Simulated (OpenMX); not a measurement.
The system is MnSi.

```
CELL_PARAMETERS angstrom
3.07218 0.00000 0.00000
0.00000 3.07218 0.00000
0.00000 0.00000 3.07218
ATOMIC_POSITIONS crystal
Mn 0.00000 0.00000 0.00000
Si 0.50000 0.50000 0.50000
```

The cell was built by a generator and needn't be a form met in nature.

Base run:

| Property | Result |
| --- | --- |
| Program | OpenMX 3.8.5 |
| Functional | PBE |
| Potentials or basis | OpenMX 2013 PBE set, Mn6.0-s3p2d2, Si7.0-s2p2d1, grid cutoff 400 Ry |
| k mesh | 7 × 7 × 7 |
| Occupations | fermi-dirac, width 0.05 eV |
| Spin | collinear spin, ferromagnetic start |
| Starting moments | [4.0, 0.0] μB |

Its results: band gap on the k mesh none (metal or under the smearing width); pressure -15.6 GPa; net moment 2.55 μB per cell.

Question: The run is repeated on the same cell with these changes: spin from collinear spin, ferromagnetic start to collinear spin, zero start; moments at the start from [4.0, 0.0] to [0.0, 0.0]. What comes out?

Answer: Band gap on the k mesh none (metal or under the smearing width); pressure -32.1 GPa; net moment 0.00 μB per cell.

Caveats: the basis of atomic orbitals isn't converged, which shifts pressures, moduli and gaps; a pressure of tens of GPa on the cell as given is suspect, and the run, the potentials or the cell itself is likely at fault (some runs).
